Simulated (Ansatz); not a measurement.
# Stability checks on a candidate for MgO

It was relaxed at this level from a Materials Project cell.

All numbers below come from Ansatz 0.2.0, DFT PBE, scalar-relativistic, plane waves, PAW. Cutoff 420 eV, Γ-centred 6×6×6 mesh (4-atom cell), Gaussian smearing of 0.02 eV, no spin polarisation.

```cif
data_structure
_symmetry_space_group_name_H-M 'P 1'
_symmetry_Int_Tables_number 1
_cell_length_a 3.5207
_cell_length_b 3.5207
_cell_length_c 4.2374
_cell_angle_alpha 90.000
_cell_angle_beta 90.000
_cell_angle_gamma 120.000
_cell_volume 45.49
loop_
_atom_site_label
_atom_site_type_symbol
_atom_site_fract_x
_atom_site_fract_y
_atom_site_fract_z
_atom_site_occupancy
Mg1 Mg 0.66667 0.33333 0.75000 1
Mg2 Mg 0.33333 0.66667 0.25000 1
O1 O 0.66667 0.33333 0.25000 1
O2 O 0.33333 0.66667 0.75000 1
```

The zero of energy is the elements' standard structures at the same level (O₂ as a molecule); no fitted shifts are applied.

Question: These tests were run: energy against the elements; random kick, then relaxation without symmetry; phonons on a 2×2×2 q mesh. What do they show?

Answer:

```csv
test,result
energy against the elements,−2.650 eV/atom
"random kick, then relaxation without symmetry",returns
phonons on a 2×2×2 q mesh,no imaginary mode on the mesh
```

It fails none of these tests. Competing phases weren't compared here.

The kick test ran on a coarse mesh. The run for the phonons used a 6×6×6 k mesh.
